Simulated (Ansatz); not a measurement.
# Does disorder add resistance in series? Au(111) layers with 12.5 % Rh

Two lengths of the disordered region are known. What area resistance does the third give?

How it was computed: Ansatz 0.2.0, plane waves with PAW datasets at their recommended cutoffs (420 eV for most), Fermi-Dirac smearing; ballistic transmission by layer matching. The area resistance is RA = A (h/2e²)(1/T − 1/N), with T the zone-mean transmission per spin and N the lead's channels, both averaged over a few energies near the Fermi level; for magnets each spin is taken apart, with h/e², and the two conduct in parallel. Lateral cell 2x2, PBE, a fresh random draw for each length.

The runs, with one result withheld:

```tsv
length (Å)	channels N	RA (fΩ m²)
9.42	3.210	0.350
18.8	3.183	1.25
28.3	3.210	?
```

**Estimate by hand.**

Ohm's law makes RA linear in the length: the slope is (1.25 − 0.350)/(18.8 − 9.42) = 0.0957 fΩ m² per Å, or 96 µΩ cm. Then 1.25 + 0.0957 × 9.42. Predicted: 2.15 fΩ m².

What the run gave:

1.28 fΩ m², so the prediction is 69 % too high. The three lengths together give 49 µΩ cm. Single draws scatter; these runs don't part the causes of the miss, and leave the question open.

**Limits.** The scatterers repeat sideways with the small cell. The slope is a raw one; a model of isotropic scattering puts it 1.02 times the bulk value over these lengths. Atoms sit unrelaxed on the host's lattice, and the pair may not mix at random in practice. Spin-orbit coupling is left out, which matters for Au.

[Logs are printed without paths, hosts, clocks, repeated set-up lines and the standing remarks that a program may print on its own settings, such as how far it seeks lower states.]
